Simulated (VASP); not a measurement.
The system is CoO.

```
CELL_PARAMETERS angstrom
1.60222 0.92504 2.56647
-1.60222 0.92504 2.56647
0.00000 -1.85008 2.56647
ATOMIC_POSITIONS crystal
Co 0.99898 0.99898 0.99898
O 0.75102 0.75102 0.75102
```

Measurements of this composition are mostly on another form, of space group No. 225.

| Property | Result |
| --- | --- |
| Program | VASP 6.6.1 |
| Task | single point |
| Functional | PBE |
| Potentials or basis | VASP PAW PBE potentials, release 64 (Co, O) |
| Cutoff | 520 eV |
| k mesh | 10 × 10 × 10 |
| Occupations | fermi-dirac, width 0.05 eV |
| Spin | collinear spin, ferromagnetic start |
| Starting moments | [2.0, 0.0] μB |

On this cell: pressure -0.3 GPa; largest force 0.263 eV/Å; net moment 2.74 μB per cell; site moments Co +2.36; O +0.29 μB; band gap on the k mesh none (metal or under the smearing width).

The same run follows on a disturbed copy (atoms moved at random, drawn with an rms of 0.05 Å):

```
CELL_PARAMETERS angstrom
1.60222 0.92504 2.56647
-1.60222 0.92504 2.56647
0.00000 -1.85008 2.56647
ATOMIC_POSITIONS crystal
Co 0.01272 0.00224 0.98224
O 0.74686 0.76643 0.74039
```

Problem. What does the disturbed cell give?

Solution. The energy (extrapolated to zero smearing) moves by +3.1 meV/atom; pressure -0.2 GPa; largest force 0.343 eV/Å; net moment 2.74 μB per cell; site moments Co +2.36; O +0.29 μB; band gap on the k mesh none (metal or under the smearing width).

Forces on the atoms (eV/Å):
```
Co  -0.223 -0.097  0.242
O    0.223  0.097 -0.242
```

Stress tensor (GPa, compression positive):
```
-1.17  1.74  1.41
 1.74 -2.59  0.58
 1.41  0.58  3.23
```

Caveats: a cell with one magnetic atom can't hold antiferromagnetic order, which such compounds often take; semilocal functionals often make such compounds metallic where correlation or magnetic order opens a gap, which also shifts bond lengths.
